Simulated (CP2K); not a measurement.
# Nb under changes of volume

One of the cells (18.428 Å³/atom); the others are scaled copies at fixed shape and fractional positions:

```xyz
1
Lattice="2.8820 0.0000 0.0000 -0.9607 2.7172 0.0000 -0.9607 -1.3586 2.3532" Properties=species:S:1:pos:R:3 pbc="T T T"
Nb    0.0000    0.0000    0.0000
```

| Quantity | Value |
| --- | --- |
| Program | CP2K 2026.2 |
| Functional | LDA |
| Potentials or basis | GTH_POTENTIALS Nb GTH-PADE-q13; TZVP-MOLOPT-PBE-GTH basis |
| Density cutoff | 6123 eV |
| k mesh | 11 × 11 × 11 |
| Occupations | fermi-dirac, width 0.05 eV |
| Spin | no spin polarisation |

```csv
volume (Å³/atom),energy over the lowest point (meV/atom),pressure (GPa)
17.322,0.00,-0.8
17.691,6.34,-4.7
18.060,?,?
18.428,43.84,-11.5
18.797,73.72,-14.5
19.165,110.22,-17.3
19.534,152.74,-19.7
```

What does the run at 18.060 Å³/atom give?

Energy over the lowest point 21.18 meV/atom; pressure -8.3 GPa.

Worked out: A Birch-Murnaghan fit of order 3 (a polynomial in V^(-2/3)) to the other rows has its minimum at 17.25 Å³/atom, just outside them, with B0 = V·E''(V) = 192 GPa and B' = 3.0. It gives 21.19 meV/atom at 18.060 Å³/atom, against the run's 21.18, and -dE/dV = -8.2 GPa, against -8.3.

Energies are extrapolated to zero smearing.

Caveats: the basis of atomic orbitals isn't converged, which shifts pressures, moduli and gaps.
